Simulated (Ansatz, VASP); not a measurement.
**BN in VASP and in Ansatz**

File POSCAR:

```
BN
1.0
    2.5410452433      0.0000000000      0.0000000000
   -1.2631167303      2.2048689431      0.0000000000
   -0.6389642565     -1.1024344715      3.0623148244
B N
1 1
Direct
    0.9796430000      0.9834990000      0.0018060000
    0.6685060000      0.3323850000      0.9849990000
```

INCAR.step1

```
SYSTEM = BN
  ALGO = Normal
  EDIFF = 1E-4
  ENCUT = 520
  GGA = PE
  ISMEAR = 0
  LASPH = .True.
  LCHARG = .False.
  LREAL = .False.
  LWAVE = .True.
  NBANDS = 11
  NELM = 60
  PREC = Accurate
  SIGMA = 0.01
```

The input INCAR.step2:

```
SYSTEM = BN
  ALGO = Normal
  EDIFF = 1E-7
  ENCUT = 520
  ISIF = 2
  ISMEAR = 0
  ISTART = 1
  LASPH = .True.
  LCHARG = .True.
  LELF = .True.
  LMIXTAU = .True.
  LREAL = .False.
  LVHAR = .True.
  LWAVE = .False.
  METAGGA = R2SCAN
  NBANDS = 11
  NELM = 60
  PREC = Accurate
  SIGMA = 0.01
```

Contents of KPOINTS:

```
k-points
0
Gamma
  10 10 6
  0 0 0
```

Input for Ansatz:

```yaml
crystal:
  lattice:
    - [2.5410452432638087, 0.0, 0.0]
    - [-1.2631167303378001, 2.204868943061364, 0.0]
    - [-0.6389642564630044, -1.102434471530682, 3.0623148244226384]
  atoms:
    - { symbol: B, position: [0.979643, 0.983499, 0.001806] }
    - { symbol: "N", position: [0.668506, 0.332385, 0.984999] }
basis:
  ecutwfc: 600.0
kpoints:
  mp_grid:
    grid: [10, 10, 6]
hamiltonian:
  xc: r2scan
scf:
  convergence:
    dr2_threshold: 1.0e-10
  occupations:
    method: fixed
output:
  stress: true
```

The cell comes from a database or a generator and needn't be the stable form of this composition.

Alike in both runs: task single point; functional r2SCAN; k mesh 10 × 10 × 6; no spin polarisation.

|  | VASP | Ansatz |
| --- | --- | --- |
| version | VASP 6.6.1 | Ansatz 0.2.0 |
| potentials or method | VASP PAW PBE potentials, release 64 (B, N) | plane waves, PAW |
| plane-wave cutoff (eV) | 520 | 600 |
| occupations | gaussian, width 0.01 eV | fixed |
| valence electrons in the cell | 8 | 8 |

|  | VASP | Ansatz | Ansatz less VASP |
| --- | --- | --- | --- |
| pressure (GPa) | -8.9 | -9.3 | -0.39 |
| largest component of the traceless stress (GPa) | 13.91 | 14.55 | +0.645 |

Caveats: the PAW data sets were made with another functional, which shifts forces and pressure a little (VASP). A k mesh can miss the band edges. r2SCAN opens gaps a little over a GGA but as a rule still falls short of measured ones.
